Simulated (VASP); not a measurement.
Wanted: the native input for a VASP 6.6.1 run.

```
Task                   : relaxation of cell and atoms
Functional             : PBE
Potentials or basis    : VASP PAW PBE potentials, release 64 (Ti)
Cutoff                 : 300 eV
k mesh                 : 8 × 8 × 4
Occupations            : methfessel-paxton, width 0.1 eV
Spin                   : no spin polarisation
Further INCAR settings : ALGO = Normal; EDIFF = 1e-06; IBRION = 2; EDIFFG = -0.01; NSW = 90; ISIF = 3
```

The structure of Ti lies in POSCAR:

```
Ti
1.0
    2.9500000000      0.0000000000      0.0000000000
   -1.4750000000      2.5547749412      0.0000000000
    0.0000000000      0.0000000000      4.6800000000
Ti
2
Direct
    0.3333333333      0.6666666667      0.2500000000
    0.6666666667      0.3333333333      0.7500000000
```

These files were run (other wordings do the same):

INCAR

```
SYSTEM = Ti
ALGO     = Normal         ! electronic algorithm
EDIFF    = 1E-6           ! SCF threshold, eV
EDIFFG   = -0.01          ! ionic threshold
ENCUT    = 300            ! plane-wave cutoff, eV
GGA      = PE             ! functional
IBRION   = 2              ! ionic algorithm
ISIF     = 3              ! what is computed and relaxed
ISMEAR   = 1              ! smearing method
LASPH    = .TRUE.         ! aspherical terms in the spheres
LCHARG   = .FALSE.        ! write CHGCAR
LREAL    = .FALSE.        ! projectors in reciprocal space
LWAVE    = .FALSE.        ! write WAVECAR
NELM     = 80             ! most SCF steps
NSW      = 90             ! ionic steps
PREC     = Accurate       ! precision mode
SIGMA    = 0.1            ! smearing width, eV
```

KPOINTS

```
k-points
0
G
  8 8 4
  0 0 0
```

Potentials or basis: VASP PAW PBE potentials, release 64 (Ti).

Command:

```sh
$ cat potpaw_PBE.64/Ti/POTCAR > POTCAR
$ mpirun -np 1 vasp_std > vasp.out
```

It gave:

- Relaxed volume: 17.08 Å³/atom
- Relaxed cell: a = 2.927 Å, b = 2.927 Å, c = 4.607 Å, α = 90.00°, β = 90.00°, γ = 120.00°
- Space group after relaxing (to 0.05 Å): P6_3/mmc (No. 194)
- Energy gained by relaxing: 6.5 meV/atom
- Ionic steps: 5
- Pressure after relaxing: 0.0 GPa
- Band gap on the k mesh: none (metal or under the smearing width)

Run time: 8.6 s on 1 thread of Intel(R) Xeon(R) 6975P-C (Granite Rapids), with other jobs on the host, peak memory 0.13 GiB.
